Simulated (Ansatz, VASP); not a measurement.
## Two plane-wave programs on BN

```
N B
1.0
     0.00000    1.81300    1.81300
     1.81300    0.00000    1.81300
     1.81300    1.81300    0.00000
N B
1 1
Direct
  0.25000 0.25000 0.25000
  0.00000 0.00000 0.00000
```

The cell is a database's computed one.

Alike in both runs: task single point; functional PBE; k mesh 13 × 13 × 13; occupations gaussian, width 0.028 eV; no spin polarisation.

|  | VASP | Ansatz |
| --- | --- | --- |
| version | VASP 6.6.1 | Ansatz 0.2.0 |
| potentials or method | VASP PAW PBE potentials, release 64 (N, B) | Ansatz PAW |
| plane-wave cutoff (eV) | 520 | 420 |
| valence electrons in the cell | 8 | 8 |

```csv
,VASP,Ansatz,Ansatz less VASP
gap on the k mesh at the Fermi level (eV),4.52,4.54,+0.012
least direct gap on the mesh (eV),8.78,8.79,+0.011
pressure (GPa),-0.2,-0.4,-0.24
```

Caveats: an odd mesh through Γ misses points on the zone boundary, where band edges often lie (VASP); odd divisions of the mesh miss points on the zone boundary, where band edges often lie, so the gap on the mesh can be too wide (Ansatz); the pressure holds a Pulay correction of +1.1 GPa for the finite cutoff (Ansatz). PBE gaps usually lie below the measured ones, often by a third to a half.
